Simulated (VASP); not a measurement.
A VASP 6.6.1 single-point calculation on KCl

INCAR

```
ISMEAR = -1
EDIFF = 1E-5
GGA = PE
SIGMA = 0.02
LWAVE = .FALSE.
NBANDS = 15
LCHARG = .FALSE.
NSW = 0
PREC = Accurate
LREAL = .FALSE.
LASPH = .TRUE.
ISIF = 2
NELM = 91
IBRION = -1
ENCUT = 520
```

KPOINTS

```
KPOINTS created by Atomic Simulation Environment
0
Gamma
6 6 6
0 0 0
```

POSCAR

```
K  Cl
 1.0000000000000000
     0.0000000000000000    3.6475741436000000    3.6475741436000000
     3.6475741436000000    0.0000000000000000    3.6475741436000000
     3.6475741436000000    3.6475741436000000    0.0000000000000000
 K   Cl
   1   1
Cartesian
  0.0000000000000000  0.0000000000000000  0.0000000000000000
  1.8237870718000000  1.8237870718000000  1.8237870718000000
```

The recommended PBE PAW datasets give the neutral cell 16 valence electrons.

Command

```
mpirun -np 1 vasp_std
```

Question: Predict the outcome of this run.

Answer: It converged. Results: gap between bands v and c on the k mesh 4.53 eV; least direct gap on the k mesh 4.55 eV; pressure -0.8 GPa. Band v is the last that the valence electrons fill when counted band by band, and c is the next.

OSZICAR

```
N       E                     dE             d eps       ncg     rms          rms(c)
DAV:   1     0.965800390984E+02    0.96580E+02   -0.64131E+03   480   0.894E+02
DAV:   2     0.847000114444E+00   -0.95733E+02   -0.87767E+02   606   0.214E+02
DAV:   3    -0.680088594746E+01   -0.76479E+01   -0.76136E+01   648   0.535E+01
DAV:   4    -0.712866863719E+01   -0.32778E+00   -0.32770E+00   863   0.991E+00
DAV:   5    -0.713033841015E+01   -0.16698E-02   -0.16698E-02   648   0.694E-01    0.312E+00
DAV:   6    -0.662111303165E+01    0.50923E+00   -0.75858E-01   641   0.368E+00    0.240E+00
DAV:   7    -0.656927695322E+01    0.51836E-01   -0.19905E-01   669   0.209E+00    0.150E+00
DAV:   8    -0.659188866024E+01   -0.22612E-01   -0.31406E-02   655   0.113E+00    0.292E-01
DAV:   9    -0.659508783860E+01   -0.31992E-02   -0.35028E-03   620   0.314E-01    0.172E-01
DAV:  10    -0.659792491238E+01   -0.28371E-02   -0.17427E-03   480   0.274E-01    0.300E-02
DAV:  11    -0.659797876052E+01   -0.53848E-04   -0.80299E-05   620   0.540E-02    0.982E-03
DAV:  12    -0.659799753609E+01   -0.18776E-04   -0.21562E-05   479   0.366E-02    0.493E-03
DAV:  13    -0.659799810848E+01   -0.57239E-06   -0.42772E-07   527   0.457E-03
   1 F= -.65979981E+01 E0= -.65979981E+01  d E =-.835228E-11
```

Standard output (part)

```
POSCAR found type information on POSCAR K Cl
 POSCAR found :  2 types and       2 ions
 LDA part: xc-table for (Slater+PW92), standard interpolation
 POSCAR, INCAR and KPOINTS ok, starting setup
 WAVECAR not read
 entering main loop
```

For comparison, a separate PBE run of the intended cell, on usual settings and not on those above, gives a gap of 4.53 eV on its mesh and a pressure of -0.8 GPa.
